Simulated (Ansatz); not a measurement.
input.yaml (Ansatz)

```yaml
crystal:
  lattice:
    - [-3.3210090079, 2.9102843701, 1.3798607291]
    - [2.9102843701, -3.3210090079, 1.3798607291]
    - [2.4128342106, 2.4128342106, -2.1321036554]
  atoms:
    - { symbol: Al, position: [0.9895291984, 0.0104708016, 0.0] }
    - { symbol: Al, position: [0.7604708016, 0.2395291984, 0.5] }
hamiltonian:
  xc: rpbe
  pseudopotentials:
    kind: paw
    azcp:
      Al: "pseudopotentials/Al.paw.azcp"
basis:
  ecutwfc: 420
  fft_grid_basis: typed
kpoints:
  mp_grid: { grid: [18, 18, 12], shift: [0, 0, 0] }
magnetization:
  spin_polarized: false
scf:
  occupations: { method: fermi_dirac, width: 0.1 }
  lower_state_search: "off"
output:
  stress: true
```

Output

```
Engine: ansatz 0.2.0, aarch64-unknown-linux-gnu
Pseudopotentials: kind: paw
Pseudopotential: Al, paw, valence charge 3, recommended cutoff 420 eV (normal) 
Functional definition: RPBE
  parameter kappa = 0.804
  parameter beta = 0.06672455060314922
  exchange = rpbe_x(kappa = kappa, mu = beta*pi^2/3)
  correlation = pbe_c(beta = beta)
Crystal: 2 atoms, lattice volume = 36.036 Å³
Basis set: ecut = 420 eV, 699 PW (Γ)
Bands: 7, of which v1, the nominal top of the filled ones, is band 3 counted from 1 (2 counted from 0)
Symmetry: 4 space group operations
Space group: C2/c (ITA 15), of the structure as read, at distance tolerance 3.3e-5 Å
k-points: 1037 of 3888
Non-local potential: Al, projectors of the file, l = 0: 2, l = 1: 2, l = 2: 1
PAW form: soft (Blöchl's): semilocal exchange-correlation on the pseudo side does not see the compensation charge
PAW frozen core: Al, regenerated for the run's functional, and the local potential with it (the file was generated under x = pbe(κ = 0.804, μ = 0.2195149727645171), c = pbe(β = 0.06672455060314922))
PAW one-centre angular grid: Al, 110 points (default); XC on 64 Gauss nodes
Initial density: superposition of atomic densities (neutral atoms: chi_scale 0, normalization atom), corrected by the library's trained network
Initial wavefunctions: pseudopotential atomic-orbital guess
Functional: x = rpbe, c = pbe(β = 0.06672455060314922)
SCF iter   1: F=—  HF=-1080.733670 eV  |F-HF|=—  |Δ(HF+E_count)|=         —  Δρ=1.86e-3  dr2=1.43e-3  ethr=1.77e-3  ⟨swp⟩=5.0  Hψ=57970  notcnv=0
SCF iter   2: F=—  HF=-1080.733503 eV  |F-HF|=—  |Δ(HF+E_count)|=   1.67e-4  Δρ=1.18e-3  dr2=6.05e-4  ethr=2.39e-5  ⟨swp⟩=1.2  Hψ=15771  notcnv=0
SCF iter   3: F=—  HF=-1080.733357 eV  |F-HF|=—  |Δ(HF+E_count)|=   1.47e-4  Δρ=5.33e-5  dr2=9.16e-7  ethr=1.01e-5  ⟨swp⟩=2.0  Hψ=9489  notcnv=0
SCF iter   4: F=—  HF=-1080.733355 eV  |F-HF|=—  |Δ(HF+E_count)|=   1.17e-6  Δρ=9.25e-6  dr2=3.21e-8  ethr=1.53e-8  ⟨swp⟩=2.3  Hψ=10541  notcnv=0
iter 5 did not close the SCF: its close was put off for the readings that it lacked (scf_convergence_deferred on its scf_iter line)
SCF iter   5: F=-1080.733355 eV  HF=-1080.733355 eV  |F-HF|=2.26e-9  |Δ(HF+E_count)|=   7.96e-9  Δρ=1.61e-6  dr2=3.11e-9  ethr=5.35e-10  ⟨swp⟩=2.0  Hψ=10087  notcnv=0
SCF iter   6: F=-1080.733355 eV  HF=-1080.733355 eV  |F-HF|=7.53e-10  |Δ(HF+E_count)|=  5.26e-10  Δρ=8.85e-7  dr2=1.00e-9  ethr=5.18e-11  ⟨swp⟩=1.4  Hψ=20189  notcnv=0
SCF 1 converged in 6 iterations: F = -1080.733355 eV  dr2 = 1.00e-9
SCF converged after 6 iterations
Free energy (F): -1080.733355 eV
Harris-Foulkes:  -1080.733355 eV  (|F-HF|=7.53e-10)
Internal energy: -1080.706392 eV  (E = F + TS)
E sigma→0 (E₀):  -1080.719874 eV
Entropy (-TS):   -0.026963 eV (-13.482 meV/atom)
Fermi energy:    7.075559 eV
--- Per-component energies (eV) ---
  E_band       = 17.179053
  E_kinetic    = 43.793799
  E_local      = 14.981118  (includes V_loc(G=0)·N_el)
  E_nonlocal   = 20.182509
  E_hartree    = 0.776161
  E_xc         = -78.800739
  E_vxc        = -56.506599  (∫ρ·V_xc dr)
  E_paw        = -940.145162  (= ΣΔE_a)
  E_vpaw       = -6.824064  (= ΣTr[D̂ρ^β])
  E_aug_tail   = -0.000003  (compensation charges beyond the density's cutoff)
  E_ewald      = -141.459553
  E_core_change = -0.034523  (= ΣΔE_core)
  E_smearing   = -0.026963  (= −TS)
  E_closure    = 0.000000  (closes the sum)
  Σ components = -1080.733355   (vs F -1080.733355, Δ=0.00e0)
--- Stress (GPa, compression-positive) ---
       -0.070183       0.091693      -0.001090
        0.091693      -0.070183      -0.001090
       -0.001090      -0.001090      -0.061318
  P = ⅓ Tr σ = -0.0672 GPa (-0.672 kbar)
```
